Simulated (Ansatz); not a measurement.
# TaN (Pm-3m) in Ansatz: equation of state

Aim: energy against volume of TaN in PBE, for its equilibrium volume and stiffness.

All numbers are computed with Ansatz 0.2.0; they aren't measurements. Logs are shortened: lines on timing, memory, paths and dates and some standing lists are left out, and cuts for length are marked.

## (1) Starting point

The structure is cubic, space group Pm-3m (No. 221). The conventional cell has a = 2.732 Å, b = 2.732 Å, c = 2.732 Å, α = 90.00°, β = 90.00°, γ = 90.00°. Ta (site symmetry m-3m) is surrounded by 8 N at 2.37 Å. N (site symmetry m-3m) is surrounded by 8 Ta at 2.37 Å.

The cell comes from a database or a generator and needn't be the stable form of this composition.

## (2) Single point, PBE, 9.59 Å³/atom (volume scaled by 0.94)

File input.yaml:

```yaml
crystal:
  lattice:
    - [2.6765306579, 0.0, 0.0]
    - [0.0, 2.6765306579, 0.0]
    - [0.0, 0.0, 2.6765306579]
  atoms:
    - { symbol: Ta, position: [0.0, 0.0, 0.0] }
    - { symbol: "N", position: [0.5, 0.5, 0.5] }
hamiltonian:
  xc: pbe
  pseudopotentials: { kind: paw }
kpoints:
  mp_grid: { grid: [10, 10, 10] }
scf:
  occupations: { method: fermi_dirac, width: 0.05 }
output:
  forces: true
  stress: true
  eigenvalues: true
  write_density: true
  write_potential: true
  elf: true
  volumetric_format: npy
```

Potentials or basis: Ansatz PAW.

Command:

```bash
ansatz run input.yaml --threads 2 --pin off --max-ram 5632MiB --backend cpu --events-out ev --progress --plain --runs-dir out
```

The program printed:

```text
Warning: RAYON_NUM_THREADS=2 ignored (pool sized by the plan → 2); use --threads N
Engine: ansatz 0.2.0, aarch64-unknown-linux-gnu
Pseudopotentials: kind: paw
Pseudopotential: Ta, paw, valence charge 13, recommended cutoff 420 eV (normal), Ta.paw.azcp
Pseudopotential: N, paw, valence charge 5, recommended cutoff 420 eV (normal), N.paw.azcp
Functional definition: PBE
  parameter kappa = 0.804
  parameter beta = 0.06672455060314922
  exchange = pbe_x(kappa = kappa, mu = beta*pi^2/3)
  correlation = pbe_c(beta = beta)
Crystal: 2 atoms, lattice volume = 19.174 Å³
Basis set: ecut = 420 eV, 389 PW (Γ), exchange–correlation on 36×36×36 points (8 copies of the dense FFT grid, shifted against one another)
Bands: 13, of which v1, the nominal top of the filled ones, is band 9 counted from 1 (8 counted from 0)
Symmetry: 48 space group operations
Space group: Pm-3m (ITA 221), of the structure as read, at distance tolerance 2.7e-5 Å
k-points: 56 of 1000
Non-local potential: Ta, projectors of the file, l = 0: 3, l = 1: 2, l = 2: 2, l = 3: 1
Non-local potential: N, projectors of the file, l = 0: 2, l = 1: 2, l = 2: 1
PAW form: soft (Blöchl's): semilocal exchange-correlation on the pseudo side does not see the compensation charge
PAW one-centre angular grid: Ta, 590 points (default); XC on 64 Gauss nodes
PAW one-centre angular grid: N, 110 points (default); XC on 64 Gauss nodes
Initial density: superposition of atomic densities (neutral atoms: chi_scale 0, normalization atom), corrected by the library's trained network
Initial wavefunctions: pseudopotential atomic-orbital guess
Functional: x = pbe(κ = 0.804, μ = 0.2195149727645171), c = pbe(β = 0.06672455060314922)
SCF iter   1: F=—  HF=-10316.833577 eV  |F-HF|=—  |Δ(HF+E_count)|=         —  Δρ=1.14e-2  dr2=2.83e-2  ethr=1.77e-3  ⟨swp⟩=5.9  Hψ=3678  notcnv=0
preconditioner: auto → none  [insulator: Δε(μ)=0.614 eV  Ē_g=11.259 eV  σ=0.050 eV  W_gap=1.00  n_scr=6 (ndim 8)  ℏωp=26.8 eV  f_vac=0.000  D(μ)=0.00/eV (n_scr^D=0)  ε∞_Penn≈6.7]
SCF iter   2: F=—  HF=-10316.828341 eV  |F-HF|=—  |Δ(HF+E_count)|=   5.24e-3  Δρ=5.41e-3  dr2=5.02e-3  ethr=1.57e-4  ⟨swp⟩=1.2  Hψ=1187  notcnv=0
SCF iter   3: F=—  HF=-10316.827318 eV  |F-HF|=—  |Δ(HF+E_count)|=   1.02e-3  Δρ=3.69e-4  dr2=1.39e-5  ethr=2.79e-5  ⟨swp⟩=2.0  Hψ=896  notcnv=0
SCF iter   4: F=—  HF=-10316.827232 eV  |F-HF|=—  |Δ(HF+E_count)|=   8.68e-5  Δρ=4.74e-5  dr2=9.17e-8  ethr=7.74e-8  ⟨swp⟩=2.2  Hψ=1092  notcnv=0
iter 5 did not close the SCF: its close was put off for the readings that it lacked (scf_convergence_deferred on its scf_iter line)
SCF iter   5: F=-10316.827232 eV  HF=-10316.827232 eV  |F-HF|=3.75e-9  |Δ(HF+E_count)|=   1.14e-7  Δρ=9.15e-6  dr2=8.54e-9  ethr=5.09e-10  ⟨swp⟩=2.1  Hψ=1118  notcnv=0
SCF iter   6: F=-10316.827232 eV  HF=-10316.827232 eV  |F-HF|=3.13e-10  |Δ(HF+E_count)|=  2.42e-10  Δρ=1.52e-6  dr2=3.76e-10  ethr=4.74e-11  ⟨swp⟩=5.3  Hψ=4078  notcnv=0
SCF 1 converged in 6 iterations: F = -10316.827232 eV  dr2 = 3.76e-10
SCF converged after 6 iterations
Free energy (F): -10316.827232 eV
Harris-Foulkes:  -10316.827232 eV  (|F-HF|=3.13e-10)
Internal energy: -10316.827145 eV  (E = F + TS)
E sigma→0 (E₀):  -10316.827188 eV
Entropy (-TS):   -0.000087 eV (-0.043 meV/atom)
Fermi energy:    23.762623 eV
--- Per-component energies (eV) ---
  E_band       = -0.645084
  E_kinetic    = 505.891695
  E_local      = -483.215212  (includes V_loc(G=0)·N_el)
  E_nonlocal   = 61.764140
  E_hartree    = 166.701869
  E_xc         = -281.787484
  E_vxc        = -284.874211  (∫ρ·V_xc dr)
  E_paw        = -8525.084227  (= ΣΔE_a)
  E_vpaw       = -133.615267  (= ΣTr[D̂ρ^β])
  E_aug_tail   = 0.000206  (compensation charges beyond the density's cutoff)
  E_ewald      = -1761.098130
  E_smearing   = -0.000087  (= −TS)
  E_closure    = 0.000000  (closes the sum)
  Σ components = -10316.827232   (vs F -10316.827232, Δ=0.00e0)
--- Forces (eV/Å), atoms counted from 1 ---
  atom   1  Ta    -0.00000000     0.00000000     0.00000000
  atom   2  N      0.00000000     0.00000000     0.00000000
  max |Σ_I F_I| component: 1.84e-30 eV/Å
--- Stress (GPa, compression-positive) ---
       30.113278       0.000000       0.000000
        0.000000      30.113278       0.000000
        0.000000       0.000000      30.113278
  P = ⅓ Tr σ = 30.1133 GPa (301.133 kbar)
--- Band table (eV; the first three rows and the last of 56) ---
  k-point 0: bands = ["-45.3421", "-11.2910", "-11.2910", "-11.2910", "4.7314", "18.4449", "18.4449", "20.8598", "20.8598", "20.8598", "26.9901", "28.0383", "28.0383"]
  k-point 1: bands = ["-45.3306", "-11.4650", "-11.2757", "-11.2757", "4.9657", "18.1604", "18.5529", "20.6259", "20.6259", "20.9636", "27.6206", "28.0979", "28.1558"]
  k-point 2: bands = ["-45.3006", "-11.9004", "-11.2355", "-11.2355", "5.6030", "16.9056", "18.8512", "20.0454", "20.0454", "22.1927", "28.2579", "28.4775", "28.4775"]
  k-point 55: bands = ["-44.9920", "-12.3696", "-12.3696", "-12.3696", "9.2577", "13.9020", "13.9020", "13.9020", "30.4818", "30.4818", "30.4818", "31.6395", "31.6395"]
```

It took 0.88 s on 2 threads of Arm Neoverse V1, shared host; peak memory 0.27 GiB.

Results:

- Free energy: -10316.8272 eV
- Pressure: 30.1 GPa
- Band gap on the k mesh: none (metal or under the smearing width)

Caveat: the pressure holds a Pulay correction of +0.5 GPa for the finite cutoff.

## (3) Single point, PBE, 9.79 Å³/atom (volume scaled by 0.96)

File input.yaml:

```yaml
crystal:
  lattice:
    - [2.6953800863, 0.0, 0.0]
    - [0.0, 2.6953800863, 0.0]
    - [0.0, 0.0, 2.6953800863]
  atoms:
    - { symbol: Ta, position: [0.0, 0.0, 0.0] }
    - { symbol: "N", position: [0.5, 0.5, 0.5] }
hamiltonian:
  xc: pbe
  pseudopotentials: { kind: paw }
kpoints:
  mp_grid: { grid: [10, 10, 10] }
scf:
  occupations: { method: fermi_dirac, width: 0.05 }
output:
  forces: true
  stress: true
  eigenvalues: true
```

Potentials or basis: Ansatz PAW.

Command:

```bash
ansatz run input.yaml --threads 2 --pin off --max-ram 5632MiB --backend cpu --events-out ev --progress --plain --runs-dir out
```

It took 0.68 s on 2 threads of Arm Neoverse V1, shared host; peak memory 0.27 GiB.

The run converged. Its results:

- Free energy: -10316.8924 eV
- Pressure: 21.2 GPa
- Band gap on the k mesh: none (metal or under the smearing width)

Caveat: the pressure holds a Pulay correction of +0.5 GPa for the finite cutoff.

## (4) Single point, PBE, 10.00 Å³/atom (volume scaled by 0.98)

Changes to input.yaml since step 3:

```diff
@@ -2,5 +2,5 @@
   lattice:
-    - [2.6953800863, 0.0, 0.0]
-    - [0.0, 2.6953800863, 0.0]
-    - [0.0, 0.0, 2.6953800863]
+    - [2.713969502, 0.0, 0.0]
+    - [0.0, 2.713969502, 0.0]
+    - [0.0, 0.0, 2.713969502]
   atoms:
```

Command:

```bash
ansatz run input.yaml --threads 2 --pin off --max-ram 5632MiB --backend cpu --events-out ev --progress --plain --runs-dir out
```

Wall time 0.7 s (2 threads of Arm Neoverse V1, shared host); peak memory 0.27 GiB.

The run converged. Its results:

```yaml
Free_energy: -10316.9361 eV
Pressure: 13.2 GPa
Band_gap_on_the_k_mesh: none (metal or under the smearing width)
```

Caveat: the pressure holds a Pulay correction of +0.5 GPa for the finite cutoff.

## (5) Single point, PBE, 10.20 Å³/atom

Changes to input.yaml since step 4:

```diff
@@ -2,5 +2,5 @@
   lattice:
-    - [2.713969502, 0.0, 0.0]
-    - [0.0, 2.713969502, 0.0]
-    - [0.0, 0.0, 2.713969502]
+    - [2.73230769, 0.0, 0.0]
+    - [0.0, 2.73230769, 0.0]
+    - [0.0, 0.0, 2.73230769]
   atoms:
```

Command:

```bash
ansatz run input.yaml --threads 2 --pin off --max-ram 5632MiB --backend cpu --events-out ev --progress --plain --runs-dir out
```

Run time: 0.85 s. Hardware: 2 threads of Arm Neoverse V1, shared host; peak memory 0.28 GiB.

Results (log left out):

| Quantity | Value |
| --- | --- |
| Free energy | -10316.9604 eV |
| Pressure | 6.0 GPa |
| Band gap on the k mesh | none (metal or under the smearing width) |

Caveat: the pressure holds a Pulay correction of +0.5 GPa for the finite cutoff.

## (6) Single point, PBE, 10.40 Å³/atom (volume scaled by 1.02)

Changes to input.yaml since step 5:

```diff
@@ -2,5 +2,5 @@
   lattice:
-    - [2.73230769, 0.0, 0.0]
-    - [0.0, 2.73230769, 0.0]
-    - [0.0, 0.0, 2.73230769]
+    - [2.7504029703, 0.0, 0.0]
+    - [0.0, 2.7504029703, 0.0]
+    - [0.0, 0.0, 2.7504029703]
   atoms:
```

Potentials or basis: Ansatz PAW.

Command:

```bash
ansatz run input.yaml --threads 2 --pin off --max-ram 5632MiB --backend cpu --events-out ev --progress --plain --runs-dir out
```

Wall time 0.7 s (2 threads of Arm Neoverse V1, shared host); peak memory 0.27 GiB.

Results (log left out):

```yaml
Free_energy: -10316.9673 eV
Pressure: -0.5 GPa
Band_gap_on_the_k_mesh: none (metal or under the smearing width)
```

Caveat: the pressure holds a Pulay correction of +0.5 GPa for the finite cutoff.

## (7) Single point, PBE, 10.61 Å³/atom (volume scaled by 1.04)

Changes to input.yaml since step 6:

```diff
@@ -2,5 +2,5 @@
   lattice:
-    - [2.7504029703, 0.0, 0.0]
-    - [0.0, 2.7504029703, 0.0]
-    - [0.0, 0.0, 2.7504029703]
+    - [2.7682632303, 0.0, 0.0]
+    - [0.0, 2.7682632303, 0.0]
+    - [0.0, 0.0, 2.7682632303]
   atoms:
@@ -19 +19,5 @@
   eigenvalues: true
+  write_density: true
+  write_potential: true
+  elf: true
+  volumetric_format: npy
```

Command:

```bash
ansatz run input.yaml --threads 2 --pin off --max-ram 5632MiB --backend cpu --events-out ev --progress --plain --runs-dir out
```

Wall time 0.89 s (2 threads of Arm Neoverse V1, shared host); peak memory 0.28 GiB.

It converged, with:

- Free energy: -10316.9586 eV
- Pressure: -6.3 GPa
- Band gap on the k mesh: none (metal or under the smearing width)

Caveat: the pressure holds a Pulay correction of +0.4 GPa for the finite cutoff.

## (8) Single point, PBE, 10.81 Å³/atom (volume scaled by 1.06)

File input.yaml:

```yaml
crystal:
  lattice:
    - [2.7858959555, 0.0, 0.0]
    - [0.0, 2.7858959555, 0.0]
    - [0.0, 0.0, 2.7858959555]
  atoms:
    - { symbol: Ta, position: [0.0, 0.0, 0.0] }
    - { symbol: "N", position: [0.5, 0.5, 0.5] }
hamiltonian:
  xc: pbe
  pseudopotentials: { kind: paw }
kpoints:
  mp_grid: { grid: [10, 10, 10] }
scf:
  occupations: { method: fermi_dirac, width: 0.05 }
output:
  forces: true
  stress: true
  eigenvalues: true
```

Command:

```bash
ansatz run input.yaml --threads 2 --pin off --max-ram 5632MiB --backend cpu --events-out ev --progress --plain --runs-dir out
```

Wall time 0.69 s (2 threads of Arm Neoverse V1, shared host); peak memory 0.27 GiB.

The run converged. Its results:

```
Free energy            : -10316.9358 eV
Pressure               : -11.5 GPa
Band gap on the k mesh : none (metal or under the smearing width)
```

Caveat: the pressure holds a Pulay correction of +0.4 GPa for the finite cutoff.

## (9) Equation of state, PBE

Potentials or basis: Ansatz PAW.

No new run: the results of the series are fitted here.

What came out:

```
Equilibrium volume                      : 10.39 Å³/atom
Bulk modulus                            : 315 GPa
Pressure derivative of the bulk modulus : 4.4
```

Energy against volume, from the lowest point:
```csv
volume (Å³/atom),energy (meV/atom)
9.587,70.03
9.791,37.44
9.995,15.61
10.199,3.45
10.403,0.00
10.607,4.34
10.811,15.72
```
